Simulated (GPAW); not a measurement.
The system is Ti.

```xyz
1
Lattice="-1.6410 1.6410 1.6410 1.6410 -1.6410 1.6410 1.6410 1.6410 -1.6410" Properties=species:S:1:pos:R:3 pbc="T T T"
Ti    0.0000    0.0000    0.0000
```

This isn't the form of Ti at room conditions, which is hcp.

```yaml
Program: GPAW 26.7.0
Task: relaxation of cell and atoms
Functional: PBEsol
Potentials_or_basis: PAW data sets generated in the run's folder for this functional
Cutoff: 600 eV
Basis: pw
k_mesh: 11 × 11 × 11
Occupations: fermi-dirac, width 0.05 eV
Spin: no spin polarisation
```

At the start: pressure -7.2 GPa; volume 17.68 Å³/atom.

Question: How do energy, volume and symmetry change on relaxing?

Answer: Over 4 steps the energy falls by 23.5 meV/atom and the volume is 16.47 Å³/atom (-6.8 %); space group Im-3m (No. 229, to 0.05 Å).

Step by step:
| step | energy change (eV) | largest force (eV/Å) | pressure (GPa) | volume (Å³) |
| --- | --- | --- | --- | --- |
| 1 | 0.0000 | 0.0000 | -7.22 | 17.68 |
| 2 | -0.0184 | 0.0000 | -3.98 | 17.08 |
| 3 | -0.0233 | 0.0000 | 0.24 | 16.43 |
| 4 | -0.0235 | 0.0000 | -0.01 | 16.47 |

Final structure:
```
CELL_PARAMETERS angstrom
-1.60267 1.60267 1.60267
1.60267 -1.60267 1.60267
1.60267 1.60267 -1.60267
ATOMIC_POSITIONS crystal
Ti 0.00000 0.00000 0.00000
```

Caveat: later steps reuse the first step's grids.
